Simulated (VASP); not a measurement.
# KI in VASP 6.6.1, single-point calculation

INCAR

```
EDIFF = 1E-7
ISIF = 2
NSW = 0
NBANDS = 15
NELM = 94
SIGMA = 0.02
ENCUT = 520
LWAVE = .FALSE.
GGA = PE
LREAL = .FALSE.
PREC = Accurate
NELECT = 17
IBRION = -1
LASPH = .TRUE.
ISMEAR = -1
ALGO = VeryFast
LCHARG = .FALSE.
```

KPOINTS

```
KPOINTS created by Atomic Simulation Environment
0
Gamma
6 6 6
0 0 0
```

POSCAR

```
K  I
 1.0000000000000000
     0.0000000000000000    3.8667467451999999    4.1443295270000000
     3.8667467451999999    0.0000000000000000    4.1443295270000000
     3.8667467451999999    3.8667467451999999    0.0000000000000000
 K   I
   1   1
Cartesian
  0.0000000000000000  0.0000000000000000  0.0000000000000000
  1.9333733726000000  1.9333733726000000  2.0721647635000000
```

The recommended PBE PAW datasets give the neutral cell 16 valence electrons.

Command

```
mpirun -np 1 vasp_std
```

Problem. Predict the outcome of this run.

Solution. It converged. Results: pressure 6.1 GPa.

OSZICAR

```
N       E                     dE             d eps       ncg     rms          rms(c)
RMM:   1     0.142379972349E+03    0.14238E+03   -0.43430E+03   450   0.729E+02
RMM:   2     0.537014581888E+02   -0.88679E+02   -0.12006E+03   450   0.162E+02
RMM:   3     0.721027436042E+01   -0.46491E+02   -0.46281E+02   450   0.965E+01
RMM:   4    -0.615473291952E+00   -0.78257E+01   -0.94067E+01   450   0.558E+01
RMM:   5    -0.235643337270E+01   -0.17410E+01   -0.15988E+01   450   0.235E+01
RMM:   6    -0.275844044702E+01   -0.40201E+00   -0.41273E+00   450   0.124E+01
RMM:   7    -0.291861997650E+01   -0.16018E+00   -0.16266E+00   450   0.724E+00
RMM:   8    -0.297231420360E+01   -0.53694E-01   -0.13574E+00   450   0.541E+00
RMM:   9    -0.304017963690E+01   -0.67865E-01   -0.68034E-01  1705   0.354E+00
RMM:  10    -0.306580148603E+01   -0.25622E-01   -0.21981E-01  1754   0.173E+00
...
RMM:  26    -0.304554901406E+01   -0.20892E-05   -0.19126E-05  1580   0.146E-02    0.112E-02
RMM:  27    -0.304555045782E+01   -0.14438E-05   -0.11497E-05  1445   0.112E-02    0.864E-03
RMM:  28    -0.304555133399E+01   -0.87617E-06   -0.71102E-06  1375   0.869E-03    0.686E-03
RMM:  29    -0.304555193158E+01   -0.59759E-06   -0.43344E-06  1377   0.692E-03    0.476E-03
RMM:  30    -0.304555235497E+01   -0.42339E-06   -0.26828E-06  1298   0.547E-03    0.265E-03
RMM:  31    -0.304555254964E+01   -0.19468E-06   -0.16283E-06  1222   0.414E-03    0.255E-03
RMM:  32    -0.304555273625E+01   -0.18661E-06   -0.10284E-06  1161   0.335E-03    0.140E-03
RMM:  33    -0.304555288042E+01   -0.14417E-06   -0.63486E-07  1073   0.266E-03    0.503E-04
RMM:  34    -0.304555293326E+01   -0.52836E-07   -0.45135E-07   949   0.203E-03
   1 F= -.30455529E+01 E0= -.30444498E+01  d E =-.220618E-02
```

The cell is charged and sits in a uniform background.

For comparison, a separate PBE run of the intended cell, on usual settings and not on those above, gives a gap of 3.90 eV on its mesh and a pressure of 0.2 GPa.
